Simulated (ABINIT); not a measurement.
**A GW chain in ABINIT: MgO (Periclase)**

Wanted: ground state, empty states, screening and self-energy for MgO (Periclase).

Method: PBE and many-body steps on it, plane waves, in ABINIT 10.8.3.

The database entry behind the starting cell differs from later determinations by our own check (about 0.1 % long), so it need not match the best structure at ambient conditions.

### Step 1. The starting structure

The structure is cubic, space group Fm-3m (No. 225). The conventional cell has a = 4.217 Å, b = 4.217 Å, c = 4.217 Å, α = 90.00°, β = 90.00°, γ = 90.00°. Nearest to Mg lie 6 O at 2.11 Å. Nearest to O lie 6 Mg at 2.11 Å. Farther neighbours and most contacts between anions are not listed.

Structure file:

```cif
data_structure
_symmetry_space_group_name_H-M 'P 1'
_symmetry_Int_Tables_number 1
_cell_length_a 2.9819
_cell_length_b 2.9819
_cell_length_c 2.9819
_cell_angle_alpha 60.000
_cell_angle_beta 60.000
_cell_angle_gamma 60.000
_cell_volume 18.75
loop_
_atom_site_label
_atom_site_type_symbol
_atom_site_fract_x
_atom_site_fract_y
_atom_site_fract_z
_atom_site_occupancy
Mg1 Mg 0.00000 0.00000 0.00000 1
O2 O 0.50000 0.50000 0.50000 1
```

The cell and positions come from the Crystallography Open Database and are kept as given unless a step says otherwise.

### Step 2. Ground state

This step: ABINIT 10.8.3; DFT, PBE, plane waves, norm-conserving pseudopotentials.

The ground-state density comes first.

run.abi reads:

```
acell 3*1.0 Angstrom
rprim 
  -0.000000000000 2.108500000000 2.108500000000
  2.108500000000 0.000000000000 2.108500000000
  2.108500000000 2.108500000000 0.000000000000
ntypat 2
znucl 12 8
natom 2
typat 1 2
xred 
  0.000000000000 0.000000000000 0.000000000000
  0.500000000000 0.500000000000 0.500000000000
pp_dirpath "pseudos"
pseudos "Mg.upf, O.upf"
ecut 38
ngkpt 8 8 8
nshiftk 1
shiftk 0 0 0
kptopt 1
chksymbreak 0
nband 13
occopt 1
tolvrs 1e-10
nstep 60
prtwf 0
optforces 0
optstress 0
indata_prefix "in"
outdata_prefix "out"
tmpdata_prefix "tmp"
```

Run with:

```
OMP_NUM_THREADS=1 mpirun -n 4 abinit run.abi > log
```

Numbers of over 12 decimals in the logs are rounded to 6 here.

What it wrote:

```text
.Version 10.8.3 of ABINIT. v10.8.2 released Aug 2026.

 Symmetries : space group Fm -3 m (#225); Bravais cF (face-center cubic)
================================================================================
 Values of the parameters that define the memory need of the present run
     intxc =       0    ionmov =       0      iscf =       7    lmnmax =       5
     lnmax =       5     mgfft =      32  mpssoang =       3    mqgrid =    3001
     natom =       2  nloc_mem =       1    nspden =       1   nspinor =       1
    nsppol =       1      nsym =      48    n1xccc =    2501    ntypat =       2
    occopt =       1   xclevel =       2
-    mband =          13        mffmem =           1         mkmem =           8
       mpw =        1427          nfft =       32768          nkpt =          29
================================================================================
  Rough estimation (10% accuracy) of disk space for files :
================================================================================

--------------------------------------------------------------------------------
------------- Echo of variables that govern the present computation ------------
--------------------------------------------------------------------------------
 -outvars: echo values of preprocessed input variables --------
            acell      1.8897261259E+00  1.8897261259E+00  1.8897261259E+00 Bohr

      chksymbreak           0
             ecut      3.80000000E+01 Hartree
-          fftalg         312

              ixc     -101130
              kpt      0.00000000E+00  0.00000000E+00  0.00000000E+00
                       1.25000000E-01  0.00000000E+00  0.00000000E+00
                       2.50000000E-01  0.00000000E+00  0.00000000E+00
                       3.75000000E-01  0.00000000E+00  0.00000000E+00
                       5.00000000E-01  0.00000000E+00  0.00000000E+00
                       1.25000000E-01  1.25000000E-01  0.00000000E+00
                       2.50000000E-01  1.25000000E-01  0.00000000E+00
                       3.75000000E-01  1.25000000E-01  0.00000000E+00
                       5.00000000E-01  1.25000000E-01  0.00000000E+00
   [... 18 further rows ...]
                      -3.75000000E-01  5.00000000E-01  1.25000000E-01
                      -2.50000000E-01  5.00000000E-01  2.50000000E-01
         kptrlatt        8    0    0      0    8    0      0    0    8
          kptrlen      4.50793305E+01
P           mkmem           8
            natom           2
            nband          13
            ngfft          32      32      32
             nkpt          29
            nstep          60
             nsym          48
           ntypat           2
              occ      2.000000  2.000000  2.000000  2.000000  2.000000  2.000000
                       2.000000  2.000000  0.000000  0.000000  0.000000  0.000000
                       0.000000
        optforces           0
        optstress           0
            prtwf           0
            rprim     -0.0000000000E+00  2.1085000000E+00  2.1085000000E+00
[...]
spgroup         225

           tolvrs      1.00000000E-10

             xred      0.0000000000E+00  0.0000000000E+00  0.0000000000E+00
[...]
znucl       12.00000    8.00000

================================================================================

 chkinp: Checking input parameters for consistency.

================================================================================
== DATASET  1 ==================================================================
-   mpi_nproc: 4, omp_nthreads: 1 (-1 if OMP is not activated)

--- !DatasetInfo
iteration_state: {dtset: 1, }
dimensions: {natom: 2, nkpt: 29, mband: 13, nsppol: 1, nspinor: 1, nspden: 1, mpw: 1427, }
cutoff_energies: {ecut:  38.0, pawecutdg:  -1.0, }
electrons: {nelect:   1.60000000E+01, charge:   0.00000000E+00, occopt:   1.00000000E+00, tsmear:   1.00000000E-02, }

 Real(R)+Recip(G) space primitive vectors, cartesian coordinates (Bohr,Bohr^-1):
 R(1)=  0.0000000  3.9844875  3.9844875  G(1)= -0.1254867  0.1254867  0.1254867
 R(2)=  3.9844875  0.0000000  3.9844875  G(2)=  0.1254867 -0.1254867  0.1254867
 R(3)=  3.9844875  3.9844875  0.0000000  G(3)=  0.1254867  0.1254867 -0.1254867
 Unit cell volume ucvol=  1.2651657E+02 bohr^3
 Angles (23,13,12)=  6.00000000E+01  6.00000000E+01  6.00000000E+01 degrees

 getcut: wavevector=  0.0000  0.0000  0.0000  ngfft=  32  32  32
         ecut(hartree)=     38.000   => boxcut(ratio)=   2.04647

--- Pseudopotential description ------------------------------------------------
- Mg Generated using ONCVPSP code by D. R. Hamann
- 12.00000  10.00000  171031                  znucl, zion, pspdat
12 -101130 1 -1 1510                          pspcod,pspxc,lmax,lloc,mmax
     nproj     2     2     0
  pspatm : epsatm=    9.22893308
         --- l  ekb(1:nproj) -->
[...]
pspatm: atomic psp has been read  and splines computed

- O Generated using ONCVPSP code by D. R. Hamann
-  8.00000   6.00000  171031                  znucl, zion, pspdat
12 -101130 2 -1 936                           pspcod,pspxc,lmax,lloc,mmax
     nproj     2     2     1
  pspatm : epsatm=    6.19545534
         --- l  ekb(1:nproj) -->
[...]
1   -4.717130   -1.149271
             2   -1.331955
 pspatm: atomic psp has been read  and splines computed

   2.46790215E+02                                ecore*ucvol(ha*bohr**3)
--------------------------------------------------------------------------------

_setup2: Arith. and geom. avg. npw (full set) are    1416.447    1416.434

================================================================================

--- !BeginCycle
iteration_state: {dtset: 1, }
solver: {iscf: 7, nstep: 60, nline: 4, wfoptalg: 0, }
tolerances: {tolvrs: 1.00E-10, }

     iter   Etot(hartree)      deltaE(h)  residm     vres2
 ETOT  1  -75.933399356280    -7.593E+01 1.121E-01 3.838E+02
 ETOT  2  -75.939874550780    -6.475E-03 1.119E-02 3.657E+02
 ETOT  3  -76.050010251232    -1.101E-01 3.866E-03 3.208E+00
 ETOT  4  -76.050821314389    -8.111E-04 4.415E-04 8.288E-03
 ETOT  5  -76.050821890708    -5.763E-07 5.080E-04 3.051E-04
 ETOT  6  -76.050821976688    -8.598E-08 6.678E-04 1.605E-05
 ETOT  7  -76.050821979871    -3.183E-09 2.731E-04 1.242E-07
 ETOT  8  -76.050821979876    -5.315E-12 3.905E-04 6.254E-09
 ETOT  9  -76.050821979879    -3.354E-12 9.903E-05 9.597E-11

 At SCF step    9       vres2   =  9.60E-11 < tolvrs=  1.00E-10 =>converged.

--- !ResultsGS
iteration_state: {dtset: 1, }
comment   : Summary of ground state results
lattice_vectors:
- [ -0.0000000,   3.9844875,   3.9844875, ]
- [  3.9844875,   0.0000000,   3.9844875, ]
- [  3.9844875,   3.9844875,   0.0000000, ]
lattice_lengths: [   5.63492,    5.63492,    5.63492, ]
lattice_angles: [ 60.000,  60.000,  60.000, ] # degrees, (23, 13, 12)
lattice_volume:   1.2651657E+02
convergence: {deltae: -3.354E-12, res2:  9.597E-11, residm:  9.903E-05, diffor:  0.000E+00, }
etotal    :  -7.60508220E+01
entropy   :   0.00000000E+00
fermie    :   1.72472836E-01
cartesian_stress_tensor: null
pressure_GPa: null
xred      :
- [  0.0000E+00,   0.0000E+00,   0.0000E+00, Mg]
- [  5.0000E-01,   5.0000E-01,   5.0000E-01,  O]
cartesian_forces: null
force_length_stats: {min: null, max: null, mean: null, }

 Integrated electronic density in atomic spheres:
 ------------------------------------------------
 Atom  Sphere_radius  Integrated_density
    1        2.00000          8.38663429
    2        2.00000          6.29705207
================================================================================

 ----iterations are completed or convergence reached----

 Mean square residual over all n,k,spin=   26.270E-08; max=  99.028E-06
 reduced coordinates (array xred) for    2 atoms
       0.000000000000      0.000000000000      0.000000000000
       0.500000000000      0.500000000000      0.500000000000
 rms dE/dt=  0.0000E+00; max dE/dt=  0.0000E+00; dE/dt below (all hartree)
    1       0.000000000000      0.000000000000      0.000000000000
    2       0.000000000000      0.000000000000      0.000000000000

 cartesian coordinates (angstrom) at end:
    1      0.000000     0.000000     0.000000
    2      2.108500     2.108500     2.108500
 length scales=  1.889726125908  1.889726125908  1.889726125908 bohr
              =  1.000000000000  1.000000000000  1.000000000000 angstroms
 prteigrs : about to open file out_EIG
 Fermi (or HOMO) energy (hartree) =   0.17247   Average Vxc (hartree)=  -0.41837
 Eigenvalues (hartree) for nkpt=  29  k points:
 kpt#   1, nband= 13, wtk=  0.00195, kpt=  0.0000  0.0000  0.0000 (reduced coord)
  -2.48723   -1.26531   -1.26531   -1.26531   -0.45853    0.17247    0.17247    0.17247
   0.34641    0.75821    0.75821    0.75821    0.89645
 prteigrs : prtvol=0 or 1, do not print more k-points.

--- !EnergyTerms
iteration_state     : {dtset: 1, }
comment             : Components of total free energy in Hartree
kinetic             :  4.53125594046268E+01
hartree             :  2.07862698222356E+01
xc                  : -1.22460646359516E+01
Ewald energy        : -4.73278672197954E+01
psp_core            :  1.95065525596835E+00
local_psp           : -6.38204822685426E+01
non_local_psp       : -2.07058923384206E+01
total_energy        : -7.60508219798794E+01
total_energy_eV     : -2.06944829121884E+03
band_energy         : -1.27938181591723E+01

== END DATASET(S) ==============================================================
================================================================================

 -outvars: echo values of variables after computation  --------
           etotal     -7.6050821980E+01
            nband          13
             nkpt          29
          spgroup         225
 [... the other variables as echoed above ...]

 Calculation completed.
```

Wall time 5.1 s (4 MPI ranks of Arm Neoverse V1, shared host); peak memory 0.25 GiB.

This step gave:

```yaml
total_energy: -2069.4483 eV
gap: 4.733 eV
k_of_the_valence_top: 0, 0, 0
k_of_the_conduction_bottom: 0, 0, 0
least_direct_gap: 4.733 eV
```

The gap is direct, at Γ.

(Part 1 of 3 ends here.)

[Paths, hosts, dates, memory and timing lines, banners, echoed tables and standing remarks are left out of the program output.]

[Logs are printed without paths, hosts, clocks, repeated set-up lines and the standing remarks that a program may print on its own settings, such as how far it seeks lower states.]

[Runs of the session that timed out or met a known fault of the program may be left out.]

[Hosts, paths, dates, database ids (printed as entryN), source tags and the programs' standing remarks are cut or masked in the printed files.]

[G0W0 gaps are taken among the corrected bands and points alone; a level outside them can change the order at an edge.]

[Where Ansatz stands beside ABINIT at settings called matched, ABINIT's density can come from a denser mesh and the files from another edition; pairs whose starting gaps differed by over 0.03 eV were left out, so agreement reads better than it is.]
